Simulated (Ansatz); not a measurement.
## Guessed and relaxed cells of AlN

The guess for AlN was made by a generator: random cell by space group and Wyckoff sites (P3_121, No. 152). Its size is a rough estimate.

start.cif

```cif
data_structure
_symmetry_space_group_name_H-M 'P3_121'
_symmetry_Int_Tables_number 152
_cell_length_a 3.5932
_cell_length_b 3.5932
_cell_length_c 7.1159
_cell_angle_alpha 90.000
_cell_angle_beta 90.000
_cell_angle_gamma 120.000
_cell_volume 79.57
loop_
_atom_site_label
_atom_site_type_symbol
_atom_site_symmetry_multiplicity
_atom_site_Wyckoff_symbol
_atom_site_fract_x
_atom_site_fract_y
_atom_site_fract_z
_atom_site_occupancy
Al1 Al 3 a 0.77401 0.00000 0.33333 1
N1 N 3 b 0.68557 0.00000 0.83333 1
```

The calculation used DFT PBE, scalar-relativistic, plane waves, PAW in Ansatz 0.2.0. Cutoff 420 eV, Gaussian smearing, Γ-centred meshes. Cell and atoms relax first on a coarse mesh and then on a converged one. In between, the cell is made exact in the group found at 0.06 Å. The steps can't lower the symmetry of their start. No spin polarisation.

end.cif

```cif
data_structure
_symmetry_space_group_name_H-M 'Fm-3m'
_symmetry_Int_Tables_number 225
_cell_length_a 4.0705
_cell_length_b 4.0705
_cell_length_c 4.0705
_cell_angle_alpha 90.000
_cell_angle_beta 90.000
_cell_angle_gamma 90.000
_cell_volume 67.45
loop_
_atom_site_label
_atom_site_type_symbol
_atom_site_symmetry_multiplicity
_atom_site_Wyckoff_symbol
_atom_site_fract_x
_atom_site_fract_y
_atom_site_fract_z
_atom_site_occupancy
Al1 Al 4 a 0.00000 0.00000 0.00000 1
N1 N 4 b 0.50000 0.00000 0.00000 1
```

The symmetry goes from P3_121 (No. 152) to Fm-3m (No. 225), and the primitive cell from 6 to 2 atoms. The end has the rock salt type. The volume per atom shrinks by 36.4 %, from 13.3 to 8.4 Å³. The shortest distance goes from 2.06 Å (Al–N) to 2.04 Å (Al–N). The energy falls by about 1.2 eV/atom (the start's value is from the coarse mesh). The end is written in a standard setting, so origin, axes and order of atoms can differ from the start's.

| Quantity | Value |
| --- | --- |
| Volume per atom | 8.43 Å³ |
| Density | 4.04 g/cm³ |
| Formation energy | −1.200 eV/atom |
| Gap on the 10×10×10 mesh of the 2-atom cell | 4.44 eV |

Energies over the elements count from the elements' standard structures at the same level (N₂ as a molecule), with no fitted energy shifts. It lies below the elements, which doesn't yet make it stable against other compounds or structures.

The last run used Gaussian smearing of 0.02 eV. Kohn–Sham gaps at this level usually fall short of measured ones. A later test with randomly moved atoms came back to the same energy, though modes that don't fit the test's cell weren't probed. In all, the 3 runs took 32 s on 1 thread of Arm Neoverse V2, with other jobs on the host.
